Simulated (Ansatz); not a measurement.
Level of theory: DFT PBE, scalar-relativistic, plane waves, PAW (Ansatz 0.2.0). Settings: cutoff 420 eV, Γ-centred meshes spaced at most about 0.3 Å⁻¹, and about 0.25 Å⁻¹ or finer for metals (2π included), Gaussian smearing. No spin polarisation.

These are static total energies at zero pressure.

Question: Which of these relaxed structures of CoSi₂ is the lowest in energy?
A.

```
CELL_PARAMETERS angstrom
3.84872 0.00000 0.00000
0.00000 3.84872 0.00000
0.00000 0.00000 2.64028
ATOMIC_POSITIONS crystal
Co 0.50000 0.50000 0.00000
Si 0.00000 0.50000 0.50000
Si 0.50000 0.00000 0.50000
```

B.

```
CELL_PARAMETERS angstrom
3.93840 0.00000 0.00000
-1.96920 3.41075 0.00000
0.00000 0.00000 7.18919
ATOMIC_POSITIONS crystal
Co 0.33333 0.66667 0.03131
Co 0.66667 0.33333 0.96869
Si 0.00000 0.00000 0.50000
Si 0.33333 0.66667 0.33152
Si 0.66667 0.33333 0.66848
Si 0.00000 0.00000 0.00000
```

Answer: A. The other, B, lies 0.31 eV/atom higher. Forms: A P4/mmm; B P-3m1. Counting Si atoms around Co (those within 1.25 times the shortest such distance or 1.15 times the sum of covalent radii): A has Co 8; B has Co 4. Both come from invented guesses. Shaken at random and relaxed again, B came back. The lowest form computed isn't among them: it has the fluorite type, space group Fm-3m (No. 225), 12.8 Å³/atom, is reached from a cell as deposited in COD and lies 0.35 eV/atom below the best shown.

Cells without such a test can be saddle points. Some structure types and database cells were kept out of the candidates from the start, so a known form may be missing.
